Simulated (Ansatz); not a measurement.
**PbS, one cell by several methods**

```
Pb S
1.0
     0.02965    2.97982    2.97982
     2.97982    0.02965    2.97982
     2.97982    2.97982    0.02965
Pb S
1 1
Direct
  0.00000 0.00000 0.00000
  0.50000 0.50000 0.50000
```

Atom numbers follow the list: Pb1, S2.

The cell comes from COD entry 9000001, which wasn't checked; take it as a given geometry. The listed cell was then made from it by scaling, straining or moving an atom.

Spin–orbit coupling is left out, though it moves levels of the heavy atoms by tenths of an eV or more.

Levels of theory: DFT, LDA, PAW with Ansatz's default frozen-core files, scalar-relativistic (Ansatz 0.2.0); DFT, LDA, all-electron LAPW, scalar-relativistic (Ansatz 0.2.0).

For PAW: a Γ-centred 8×8×8 k mesh, Fermi–Dirac smearing of 0.01 eV, cutoff 420 eV, no spin polarisation; the PAW files were made with PBE, and the program remakes their frozen cores for this functional. LAPW targets a basis error of 0.5 meV/atom. The Ansatz runs share mesh, smearing and spin set-up. Plane-wave (PAW) pressures include the program's estimate of the Pulay term.

Stress and pressure are positive in compression.

The change that made this cell: equal xy, yz and zx engineering shear strains of +1 %.

PAW results:

```csv
quantity,PAW
pressure (GPa),-2.55
stress yz (GPa),-0.22
stress xz (GPa),-0.22
stress xy (GPa),-0.22
band gap (eV),0.139
```

Q: What does all-electron LAPW give for the same quantities?

A: 
```csv
quantity,LAPW
pressure (GPa),-2.54
stress yz (GPa),-0.22
stress xz (GPa),-0.22
stress xy (GPa),-0.22
band gap (eV),0.136
```
